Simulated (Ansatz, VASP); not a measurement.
**Two plane-wave programs on MgO**

```
CELL_PARAMETERS angstrom
2.62385 0.00000 0.00000
0.00000 2.62385 0.00000
0.00000 0.00000 2.62385
ATOMIC_POSITIONS crystal
Mg 0.00000 0.00000 0.00000
O 0.50000 0.50000 0.50000
```

Alike in both runs: task single point; functional r2SCAN; k mesh 8 × 8 × 8; occupations gaussian, width 0.05 eV; no spin polarisation.

```csv
,VASP,Ansatz
version,VASP 6.6.1,Ansatz 0.2.0
potentials or method,"VASP PAW PBE potentials, release 64 (Mg, O)","scalar-relativistic, plane waves, PAW"
plane-wave cutoff (eV),520,500
valence electrons in the cell,8,16
```

|  | VASP | Ansatz | Ansatz less VASP |
| --- | --- | --- | --- |
| gap on the k mesh at the Fermi level (eV) | 3.45 | 3.49 | +0.040 |
| least direct gap on the mesh (eV) | 4.50 | 4.54 | +0.036 |
| pressure (GPa) | -1.3 | -0.1 | +1.20 |

The two sets of potentials don't hold the same shells in valence.

Caveats: the PAW data sets were made with another functional, which shifts forces and pressure a little (VASP). A k mesh can miss the band edges. r2SCAN opens gaps a little over a GGA but as a rule still falls short of measured ones.
